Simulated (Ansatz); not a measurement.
**BN (Fmm2), a sublattice moved along a line**

Method: Ansatz 0.2.0, DFT PBEsol, scalar-relativistic, plane waves, PAW. The runs took a 420 eV cutoff, a Γ-centred 12×12×12 mesh and Gaussian smearing (0.05 eV). No spin polarisation. Energies are free energies at this smearing, counted from the undisturbed cell; pressure is positive in compression.

Reference structure (as given, not relaxed at this level; it stands at 0.6 GPa; this form isn't the usual structure):

```yaml
crystal:
  lattice:
    - [0.00000, 3.49532, 2.16609]
    - [1.25163, 0.00000, 2.16609]
    - [1.25163, 3.49532, 0.00000]
  atoms:
    - { symbol: B, position: [0.00005, 0.00005, 0.99995] }
    - { symbol: N, position: [0.66665, 0.66665, 0.33335] }
```

The cell holds layers and no dispersion correction was added, so their binding is poorly described.

Every B atom is moved by x along the Cartesian unit vector (0.000, 0.000, 1.000); the cell and all other atoms stay fixed.

| x (Å) | ΔE (meV/cell) |
| --- | --- |
| -0.3000 | 2699.6 |
| -0.2250 | 1366.5 |
| -0.1500 | 555.0 |
| -0.0750 | 128.3 |
| 0.0000 | 0.0 |
| 0.0750 | 108.2 |
| 0.1500 | 398.2 |
| 0.2250 | 813.0 |
| 0.2625 | 1047.7 |
| 0.3000 | 1290.1 |

(1) Predict the pressure (GPa) at each point.

## Answers

(1)
```tsv
x (Å)	pressure (GPa)
-0.3000	46.6
-0.2250	24.4
-0.1500	10.4
-0.0750	2.8
0.0000	0.6
0.0750	2.4
0.1500	7.4
0.2250	14.6
0.2625	18.8
0.3000	23.1
```

Cost: 10 runs of about 0.69 core-minutes in all, on Arm Neoverse V2 (shared hosts).